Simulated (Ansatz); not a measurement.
Runs of Ansatz 0.2.0 on SiO2. Symmetry: P4_32_12, No. 96, tetragonal system. Conventional cell: a = 4.976 Å, b = 4.976 Å, c = 6.901 Å, α = 90.00°, β = 90.00°, γ = 90.00°. Si (site symmetry 2) is surrounded by 4 O at 1.61 Å. Around O (site symmetry 1) lie 2 Si at 1.61 Å. The cell comes from a database or a generator and needn't be the stable form of this composition.

```tsv
level	cutoff (eV)	gap on the mesh (eV)	pressure (GPa)	largest force (eV/Å)
LDA	420	5.49	-1.6	0.09
PBEsol	420	(d)	(b)	0.16
PBE	420	5.73	4.8	(c)
r2SCAN	500	6.35	0.1	(a)
```

Alike in all rows: task band structure; potentials or basis Ansatz PAW; no spin polarisation; cell as given; k mesh 6 × 6 × 4; smearing fermi-dirac 0.05 eV.

Fill in the values left out.

(a) 0.03; (b) 2.4; (c) 0.28; (d) 5.67.

Caveats: the PAW data sets come from PBE, with cores solved anew for the run's functional, which leaves a small shift of forces and pressure (some runs).

